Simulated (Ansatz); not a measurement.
Method: Ansatz 0.2.0, DFT PBE, scalar-relativistic, plane waves, PAW. Settings: cutoff 420 eV, Γ-centred meshes spaced at most about 0.3 Å⁻¹, and about 0.25 Å⁻¹ or finer for metals (2π included), Gaussian smearing. No spin polarisation in the final relaxations.

These are static total energies at zero pressure. All come from trial cells, and lower structures may exist.

**Question.** Which of these relaxed structures of B is the lowest in energy?
1. Space group Im-3m (No. 229), cubic, a = 3.567 Å. B has 4 B at 1.78 Å.
2. Space group Ia-3d (No. 230), cubic, a = 4.992 Å. B is surrounded by 3 B at 1.76 Å and 2 B at 2.16 Å.
3. Space group P6_3/mmc (No. 194), hexagonal, a = 2.963 Å, c = 9.152 Å. B on a site of symmetry 3m is surrounded by 4 B at 1.72–1.80 Å and 3 B at 2.06 Å; B on a site of symmetry -6m2 has 3 B at 1.71 Å; B on a second site of symmetry -6m2 has 5 B at 1.71–1.72 Å; B on a site of symmetry -3m has 6 B at 1.80 Å.
4. Space group P4/mmm (No. 123), tetragonal, a = 4.193 Å, c = 1.932 Å. B is surrounded by 3 B at 1.71–1.76 Å and 2 B at 1.93 Å.

**Answer.** 3. It has space group P6_3/mmc (No. 194); the next, 4, with space group P4/mmm (No. 123), lies 0.32 eV/atom higher. Counting all near atoms (those within 1.25 times the shortest such distance or 1.15 times the sum of covalent radii; a plus sign parts nearer from farther groups; a slash parts the counts of unlike sites), the lowest has B 3/5/6/4+3 and the next has B 3+2.

Cells relaxed within their symmetry can be saddle points. The part of the Crystallography Open Database at hand lists B in space groups No. 58, 134, 166; no cell shown has one of them. Some types were kept out of the candidates beforehand, so the set may lack a known form.
